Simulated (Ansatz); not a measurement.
# AlCo: the crystal squeezed far

One table from this session's results is given with a row withheld; the runs are named, their logs left out.

Computed with Ansatz 0.2.0 (DFT PBE, with the methods named in each step, unless a step's input says otherwise).

## Starting point

The structure is cubic, space group Fm-3m (No. 225). Conventional cell: a = 4.828 Å, b = 4.828 Å, c = 4.828 Å, α = 90.00°, β = 90.00°, γ = 90.00°. Co (site symmetry m-3m) is surrounded by 6 Al at 2.41 Å. Al (site symmetry m-3m) is surrounded by 6 Co at 2.41 Å.

Structure file:

```cif
data_structure
_symmetry_space_group_name_H-M 'P 1'
_symmetry_Int_Tables_number 1
_cell_length_a 3.4136
_cell_length_b 3.4136
_cell_length_c 3.4136
_cell_angle_alpha 60.000
_cell_angle_beta 60.000
_cell_angle_gamma 60.000
_cell_volume 28.13
loop_
_atom_site_label
_atom_site_type_symbol
_atom_site_fract_x
_atom_site_fract_y
_atom_site_fract_z
_atom_site_occupancy
Co1 Co 0.00000 0.00000 0.00000 1
Al1 Al 0.50000 0.50000 0.50000 1
```

Whether this phase is the stable one at these pressures isn't tested.

Atoms are numbered in the order of the input: Co1, Al2.

Set-up of the first run:

Contents of input.yaml:

```yaml
crystal:
  lattice:
    - [0.0, 2.4137972614, 2.4137972614]
    - [2.4137972614, 0.0, 2.4137972614]
    - [2.4137972614, 2.4137972614, 0.0]
  atoms:
    - { symbol: Co, position: [0.0, 0.0, 0.0] }
    - { symbol: Al, position: [0.5, 0.5, 0.5] }
kpoints:
  mp_grid: { grid: [15, 15, 15] }
scf:
  occupations: { method: fermi_dirac, width: 0.05 }
hamiltonian:
  xc: pbe
  pseudopotentials: { kind: paw }
output:
  forces: true
  stress: true
relax:
  f_tol: 0.005
  max_steps: 40
  cell: {}
```

The run is started by

```bash
$ ansatz run input.yaml --threads 1 --pin off --max-ram 2048MiB --backend cpu --events-out ev --progress --plain --runs-dir out
```

Among the steps run: Cell relaxed at zero pressure, PAW; Volume scaled by 1, PAW; Volume scaled by 1, PAW (cutoff 250 eV); Volume scaled by 0.94, PAW; Volume scaled by 0.88, PAW; Volume scaled by 0.8, PAW; Volume scaled by 0.72, PAW; Volume scaled by 0.64, PAW; Volume scaled by 0.55, PAW; Volume scaled by 0.55, PAW (core large).

One table of the session follows, with a row left open; its other results are not shown here.

 The rows PAW, 0.55 and PAW (core large), 0.55 agree to the last digit and may rest on the same set-up.

| method | volume over the first | volume (Å³/atom) | pressure (GPa) |
| --- | --- | --- | --- |
| PAW | 1 | 13.727 | -0.01 |
| PAW | 0.94 | 12.903 | 8.46 |
| PAW | 0.88 | 12.080 | 20.05 |
| PAW | 0.8 | ? | ? |
| PAW | 0.72 | 9.883 | 77.60 |
| PAW | 0.64 | 8.785 | 133.54 |
| PAW | 0.55 | 7.550 | 241.51 |
| PAW (core large) | 0.55 | 7.550 | 241.51 |
| PAW (cutoff 250 eV) | 1 | 13.727 | -4.08 |

**Question.** Estimate the row for PAW, 0.8.

The run gave: volume (Å³/atom): 10.981; pressure (GPa): 42.56. In the column «volume (Å³/atom)» it lies between PAW, 0.72 (9.883) and PAW, 0.88 (12.080).

Limits of these values: Spin polarisation is left out here, though a magnetic state may lie well lower. Warnings in the runs' records: cutoff below recommended, datasets by core.
